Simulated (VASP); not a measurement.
Runs of VASP 6.6.1 on V. The structure is hexagonal, space group P6_3/mmc (No. 194). The conventional cell has a = 2.573 Å, b = 2.573 Å, c = 4.645 Å, α = 90.00°, β = 90.00°, γ = 120.00°. Around V (site symmetry -6m2) lie 12 V at 2.57 to 2.76 Å. This isn't the form of V at room conditions, which is bcc.

| level | k mesh | cutoff (eV) | smearing | gap on the mesh (eV) | pressure (GPa) |
| --- | --- | --- | --- | --- | --- |
| PBEsol | 18 × 18 × 10 | 520 | gaussian 0.5 eV | none | (a) |
| PBEsol | 30 × 30 × 14 | 520 | gaussian 0.1 eV | none | 0.0 |
| PBEsol | 18 × 18 × 10 | 900 | gaussian 0.1 eV | none | 0.1 |
| PBEsol | 18 × 18 × 10 | 700 | gaussian 0.1 eV | none | -0.1 |
| r2SCAN | 18 × 18 × 10 | 520 | gaussian 0.1 eV | none | (b) |

Alike in all rows: task single point; potentials or basis VASP PAW PBE potentials, release 64 (V_sv); no spin polarisation; cell as given.

Q: Fill in the values left out.

A: (a) 1.6; (b) 4.3.

Caveats: the PAW data sets were made with another functional, which shifts forces and pressure a little.

A gap of «none» marks a metal or a gap under the smearing width.
